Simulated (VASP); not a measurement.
# CuAu (P4/mmm) in VASP: settings compared

Aim: see how the results for CuAu move with the level of theory and the settings. Levels: PBEsol, RPBE. Tasks: relaxation of cell and atoms, single point.

Program: VASP 6.6.1. These are calculated values, not measurements. Logs are shortened: lines on timing, memory, paths and dates and some standing lists are left out, and cuts for length are marked.

## (1) Starting point

It takes space group P4/mmm (No. 123, tetragonal). Conventional cell: a = 2.851 Å, b = 2.851 Å, c = 3.582 Å, α = 90.00°, β = 90.00°, γ = 90.00°. Cu (site symmetry 4/mmm) is surrounded by 8 Au at 2.70 Å and 4 Cu at 2.85 Å. Around Au (site symmetry 4/mmm) lie 8 Cu at 2.70 Å and 4 Au at 2.85 Å.

The cell comes from a database or a generator and needn't be the stable form of this composition.

## (2) Relaxation of cell and atoms, PBEsol

The input, INCAR:

```
SYSTEM = CuAu
ALGO     = Normal         ! electronic algorithm
EDIFF    = 1E-7           ! SCF threshold, eV
EDIFFG   = -0.005         ! ionic threshold
ENCUT    = 600            ! plane-wave cutoff, eV
GGA      = PS             ! functional
IBRION   = 2              ! ionic algorithm
ISIF     = 3              ! what is computed and relaxed
ISMEAR   = 0              ! smearing method
LASPH    = .TRUE.         ! aspherical terms in the spheres
LCHARG   = .FALSE.        ! write CHGCAR
LREAL    = .FALSE.        ! projectors in reciprocal space
LWAVE    = .FALSE.        ! write WAVECAR
NELM     = 60             ! most SCF steps
NSW      = 90             ! ionic steps
PREC     = Accurate       ! precision mode
SIGMA    = 0.1            ! smearing width, eV
```

The input, KPOINTS:

```
k-points
0
G
  6 6 4
  0 0 0
```

The input, POSCAR:

```
CuAu
1.0
    2.8507024000      0.0000000000      0.0000000000
    0.0000000000      2.8507024000      0.0000000000
    0.0000000000      0.0000000000      3.5816088600
Cu Au
1 1
Direct
    0.5000000000      0.5000000000      0.5000000000
    0.0000000000      0.0000000000      0.0000000000
```

Potentials or basis: VASP PAW PBE potentials, release 64 (Cu, Au).

Started as:

```console
> cat potpaw_PBE.64/Cu/POTCAR potpaw_PBE.64/Au/POTCAR > POTCAR
> mpirun -np 1 vasp_std > vasp.out
```

OUTCAR:

```text
SYSTEM = CuAu
   EDIFF = 1E-7
   EDIFFG = -0.005
   ENCUT = 600
   GGA = PS
   IBRION = 2
   ISIF = 3
   ISMEAR = 0
   LASPH = .TRUE.
   LREAL = .FALSE.
   NELM = 60
   NSW = 90
   PREC = Accurate

 ion  position               nearest neighbor table
   1  0.500  0.500  0.500-   2 2.70   2 2.70   2 2.70   2 2.70   2 2.70   2 2.70   2 2.70   2 2.70

   2  0.000  0.000  0.000-   1 2.70   1 2.70   1 2.70   1 2.70   1 2.70   1 2.70   1 2.70   1 2.70

  LATTYP: Found a simple tetragonal cell.
 ALAT       =     2.8507024000
 C/A-ratio  =     1.2563952168

  Lattice vectors:

 A1 = (   2.8507024000,   0.0000000000,   0.0000000000)
 A2 = (   0.0000000000,   2.8507024000,   0.0000000000)
 A3 = (   0.0000000000,   0.0000000000,   3.5816088600)

Analysis of symmetry for initial positions (statically):
=====================================================================
 Subroutine PRICEL returns:
 Original cell was already a primitive cell.

 Routine SETGRP: Setting up the symmetry group for a
 simple tetragonal supercell.

 Subroutine GETGRP returns: Found 16 space group operations
 (whereof 16 operations were pure point group operations)
 out of a pool of 16 trial point group operations.

The static configuration has the point symmetry D_4h.

Analysis of symmetry for dynamics (positions and initial velocities):
=====================================================================
 Subroutine PRICEL returns:
 Original cell was already a primitive cell.

 Routine SETGRP: Setting up the symmetry group for a
 simple tetragonal supercell.

 Subroutine GETGRP returns: Found 16 space group operations
 (whereof 16 operations were pure point group operations)
 out of a pool of 16 trial point group operations.

The dynamic configuration has the point symmetry D_4h.

 Subroutine INISYM returns: Found 16 space group operations
 (whereof 16 operations are pure point group operations),
 and found     1 'primitive' translations

----------------------------------------------------------------------------------------

                                     Primitive cell

  volume of cell :      29.1060

  direct lattice vectors                    reciprocal lattice vectors
     2.850702400  0.000000000  0.000000000     0.350790738  0.000000000  0.000000000
     0.000000000  2.850702400  0.000000000     0.000000000  0.350790738  0.000000000
     0.000000000  0.000000000  3.581608860     0.000000000  0.000000000  0.279204134

  length of vectors
     2.850702400  2.850702400  3.581608860     0.350790738  0.350790738  0.279204134

  position of ions in fractional coordinates (direct lattice)
     0.500000000  0.500000000  0.500000000
     0.000000000  0.000000000  0.000000000

  ion indices of the primitive-cell ions
   primitive index   ion index
                 1           1
                 2           2

----------------------------------------------------------------------------------------

 KPOINTS: k-points

Automatic generation of k-mesh.
 Grid dimensions read from file:
 generate k-points for:    6    6    4

 Generating k-lattice:

  Cartesian coordinates                     Fractional coordinates (reciprocal lattice)
     0.058465123  0.000000000  0.000000000     0.166666667  0.000000000  0.000000000
     0.000000000  0.058465123  0.000000000     0.000000000  0.166666667  0.000000000
     0.000000000  0.000000000  0.069801033     0.000000000  0.000000000  0.250000000

  Length of vectors
     0.058465123  0.058465123  0.069801033

  Shift w.r.t. Gamma in fractional coordinates (k-lattice)
     0.000000000  0.000000000  0.000000000

 Subroutine IBZKPT returns following result:
 ===========================================

 Found     30 irreducible k-points:

 Following reciprocal coordinates:
            Coordinates               Weight
  0.000000  0.000000  0.000000      1.000000
  0.166667  0.000000  0.000000      4.000000
  0.333333  0.000000  0.000000      4.000000
  0.500000  0.000000  0.000000      2.000000
  0.166667  0.166667  0.000000      4.000000
  0.333333  0.166667  0.000000      8.000000
[... 16 lines left out ...]
  0.333333  0.000000  0.500000      4.000000
  0.500000  0.000000  0.500000      2.000000
 [... further k-points ...]
   k-points           NKPTS =     30   k-points in BZ     NKDIM =     30   number of bands    NBANDS=     15
   number of dos      NEDOS =    301   number of ions     NIONS =      2
   total plane-waves  NPLWV =  17280
   dimension x,y,z NGX =    24 NGY =   24 NGZ =   30
   dimension x,y,z NGXF=    48 NGYF=   48 NGZF=   60
   ions per type =               1   1
   NGX,Y,Z   is equivalent  to a cutoff of  14.00, 14.00, 13.92 a.u.
   NGXF,Y,Z  is equivalent  to a cutoff of  27.99, 27.99, 27.85 a.u.
 SYSTEM =  CuAu
   PREC   = accura    normal or accurate (medium, high low for compatibility)
   ISTART =      0    job   : 0-new  1-cont  2-samecut
   ICHARG =      2    charge: 1-file 2-atom 10-const
   ISPIN  =      1    spin polarized calculation?
   LNONCOLLINEAR =      F non collinear calculations
   LSORBIT =      F    spin-orbit coupling
   LASPH  =      T    aspherical Exc in radial PAW
   ENCUT  =  600.0 eV  44.10 Ry    6.64 a.u.   5.69  5.69  7.15*2*pi/ulx,y,z
   NELM   =     60;   NELMIN=  2; NELMDL= -5     # of ELM steps
   EDIFF  = 0.1E-06   stopping-criterion for ELM
   LREAL  =      F    real-space projection
   EDIFFG = -.5E-02   stopping-criterion for IOM
   NSW    =     90    number of steps for IOM
   IBRION =      2    ionic relax: 0-MD 1-quasi-New 2-CG
   NFREE  =      1    steps in history (QN), initial steepest desc. (CG)
   ISIF   =      3    stress and relaxation
   ISYM   =      2    0-nonsym 1-usesym 2-fastsym
   POTIM  = 0.5000    time-step for ionic-motion
   TEBEG  =    0.0;   TEEND  =   0.0 temperature during run
   PSTRESS=    0.0 pullay stress
   NELECT =      22.0000    total number of electrons
   NUPDOWN=      -1.0000    fix difference up-down
   EMIN   =  10.00;   EMAX   =-10.00  energy-range for DOS
   EFERMI =   0.00;   METHOD = LEGACY
   ISMEAR =     0;   SIGMA  =   0.10  broadening in eV -4-tet -1-fermi 0-gaus
   EFERMI_NEDOS =   21; number of points for ismear=-14 and -15
   IALGO  =     38    algorithm
   IMIX   =      4    mixing-type and parameters
     AMIX     =   0.40;   BMIX     =  1.00
     AMIX_MAG =   1.60;   BMIX_MAG =  1.00
  volume/ion in A,a.u.               =      14.55        98.21
  Fermi-wavevector in a.u.,A,eV,Ry     =   1.491266  2.818084 30.257642  2.223874
  Thomas-Fermi vector in A             =   2.603943
   LORBIT       =      0    0 simple, 1 ext, 2 COOP (PROOUT), +10 PAW based schemes
   GGA     = PS    functional components
   LHFCALC =     F    Hartree Fock is set to
   AEXX    =    0.0000 exact exchange contribution
   IVDW    =     0    specifies the selected vdW correction
   LEPSILON=     F    determine dielectric tensor
   LRPA    =     F    only Hartree local field effects (RPA)
 conjugate gradient relaxation of ions
 non-spin polarized calculation
 Gauss-broadening in eV      SIGMA  =   0.10
  energy-cutoff  :      600.00
  volume of cell :       29.11
 maximum number of plane-waves:       996
 NGX is ok and might be reduce to    24
   NGX = 11   NGY = 11   NGZ = 15

--------------------------------------- Ionic step        1  -------------------------------------------

 number of electron      21.9999991 magnetization

 Free energy of the ion-electron system (eV)
  ---------------------------------------------------
  ext. energy  EPLUGINS =         0.00000000
  ---------------------------------------------------
  free energy    TOTEN  =        -8.31864327 eV

  energy without entropy =       -8.31406977  energy(sigma->0) =       -8.31635652

------------------------ aborting loop because EDIFF is reached ----------------------------------------

  FORCE on cell =-STRESS in cart. coord.  units (eV):
  Direction    XX          YY          ZZ          XY          YZ          ZX
  --------------------------------------------------------------------------------------
  -------------------------------------------------------------------------------------
  Total       -0.5114489     -0.5114489     -0.9321011      0.0000000     -0.0000000      0.0000000
  in kB      -28.1534031    -28.1534031    -51.3087786      0.0000000     -0.0000000      0.0000000
  external PRESSURE =     -35.8718616 kB  Pullay stress =       0.0000000 kB
[... 89 lines left out ...]
  FREE ENERGIE OF THE ION-ELECTRON SYSTEM (eV)
  ---------------------------------------------------
  free  energy   TOTEN  =        -8.3274676803 eV

  energy  without entropy=       -8.3235203888  energy(sigma->0) =       -8.32549403

[... ionic steps 4 to 13 ...]

--------------------------------------- Ionic step       14  -------------------------------------------

 number of electron      22.0000013 magnetization

------------------------ aborting loop because EDIFF is reached ----------------------------------------

  FORCE on cell =-STRESS in cart. coord.  units (eV):
  Direction    XX          YY          ZZ          XY          YZ          ZX
  --------------------------------------------------------------------------------------
  -------------------------------------------------------------------------------------
  Total       -0.0192934     -0.0192934     -0.0167641      0.0000000      0.0000000     -0.0000000
  in kB       -1.0918631     -1.0918631     -0.9487230      0.0000000      0.0000000     -0.0000000
  external PRESSURE =      -1.0441498 kB  Pullay stress =       0.0000000 kB
[... 57 lines left out ...]
  energy  without entropy=       -8.3651611622  energy(sigma->0) =       -8.36808981

--------------------------------------- Ionic step       16  -------------------------------------------

 number of electron      22.0000013 magnetization

 Free energy of the ion-electron system (eV)
  ---------------------------------------------------
  ext. energy  EPLUGINS =         0.00000000
  ---------------------------------------------------
  free energy    TOTEN  =        -8.37119061 eV

  energy without entropy =       -8.36544828  energy(sigma->0) =       -8.36831944

 E-fermi :   8.6626     XC(G=0): -13.0106

 val. band max:        8.6224876665   @ k =   0.5000   0.1667   0.2500
 cond. band min:       8.6787610892   @ k =   0.5000   0.1667   0.2500
 fundamental gap:      0.0562734228
 Fermi energy:         8.6625916192

 k-point     1 :       0.0000    0.0000    0.0000
  band No.  band energies     occupation
      1      -1.0839      2.00000
      2       2.4546      2.00000
      3       2.4908      2.00000
      4       4.7640      2.00000
      5       4.7640      2.00000
      6       4.9820      2.00000
      7       6.5260      2.00000
      8       6.6979      2.00000
      9       7.2740      2.00000
     10       7.3272      2.00000
     11       7.3272      2.00000
     12      14.9840      0.00000
     13      16.2812      0.00000
     14      16.2812      0.00000
     15      21.2658      0.00000
[... 397 lines left out ...]
 k-point    24 :       0.5000    0.0000    0.5000
  band No.  band energies     occupation
      1       1.8365      2.00000
      2       2.4342      2.00000
      3       3.8459      2.00000
      4       3.9252      2.00000
      5       6.1306      2.00000
      6       6.4947      2.00000
      7       6.5675      2.00000
      8       6.8351      2.00000
      9       7.5071      2.00000
     10       7.5348      2.00000
     11       8.0195      2.00000
     12       8.0200      2.00000
     13      11.7983      0.00000
     14      14.2259      0.00000
     15      22.7533      0.00000

 [... further k-points ...]
[... 5 lines left out ...]
  --------------------------------------------------------------------------------------
  -------------------------------------------------------------------------------------
  Total        0.0097198      0.0097198      0.0089869      0.0000000      0.0000000      0.0000000
  in kB        0.5503075      0.5503075      0.5088138      0.0000000      0.0000000      0.0000000
  external PRESSURE =       0.5364762 kB  Pullay stress =       0.0000000 kB
[... 17 lines left out ...]
  FREE ENERGIE OF THE ION-ELECTRON SYSTEM (eV)
  ---------------------------------------------------
  free  energy   TOTEN  =        -8.3711906070 eV

  energy  without entropy=       -8.3654482790  energy(sigma->0) =       -8.36831944

 reached required accuracy - stopping structural energy minimisation
```

Wall time 84 s (1 thread of Intel Xeon Platinum 8488C (Sapphire Rapids), shared host); peak memory 0.16 GiB.

Results:

```
Free energy                            : -8.3712 eV
Relaxed volume                         : 14.15 Å³/atom
Relaxed cell                           : a = 3.007 Å, b = 3.007 Å, c = 3.130 Å, α = 90.00°, β = 90.00°, γ = 90.00°
Space group after relaxing (to 0.05 Å) : P4/mmm (No. 123)
Energy gained by relaxing              : 26.3 meV/atom
Ionic steps                            : 16
Pressure after relaxing                : 0.1 GPa
Band gap on the k mesh                 : none (metal or under the smearing width)
```

Step by step:
```
step  energy change (eV)  largest force (eV/Å)  pressure (GPa)  volume (Å³)
   1              0.0000                0.0000           -3.59        29.11
   2             -0.0003                0.0000            4.64        27.75
   3             -0.0088                0.0000            0.30        28.41
   4             -0.0112                0.0000            0.26        28.41
   5             -0.0168                0.0000            0.29        28.40
   6             -0.0359                0.0000            0.12        28.35
   7             -0.0446                0.0000            1.89        28.02
   8             -0.0494                0.0000            0.42        28.23
   9             -0.0519                0.0000            1.03        28.14
  10             -0.0233                0.0000           -6.56        29.53
  11             -0.0523                0.0000            0.11        28.28
  12             -0.0523                0.0000            0.15        28.28
  13             -0.0525                0.0000           -0.10        28.32
  14             -0.0525                0.0000           -0.10        28.31
  15             -0.0524                0.0000            0.51        28.21
  16             -0.0525                0.0000            0.05        28.30
```

Final structure:
```
CELL_PARAMETERS angstrom
3.00659 0.00000 0.00000
0.00000 3.00659 0.00000
0.00000 0.00000 3.13050
ATOMIC_POSITIONS crystal
Cu 0.50000 0.50000 0.50000
Au 0.00000 0.00000 0.00000
```

Levels at points of the mesh, in eV from the Fermi level:
```csv
k point,band 9,band 10,band 11,band 12,band 13,band 14
"(0.00, 0.00, 0.00)",-1.39,-1.34,-1.34,6.32,7.62,7.62
"(0.50, 0.00, 0.00)",-2.51,-2.19,-1.28,-1.03,12.74,13.02
"(0.50, 0.50, 0.00)",-1.11,-1.11,-0.37,-0.37,3.56,5.94
"(0.00, 0.00, 0.50)",-2.50,-2.13,-1.62,-1.53,13.23,13.85
"(0.50, 0.00, 0.50)",-1.16,-1.13,-0.64,-0.64,3.14,5.56
"(0.50, 0.50, 0.50)",-1.85,-1.77,5.00,5.40,5.96,5.96
```

Caveat: the k mesh is coarse (spacing up to 0.44 Å⁻¹), so the values aren't converged; the PAW data sets were made with another functional, which shifts forces and pressure a little.

(Part 1 of 2 ends here.)
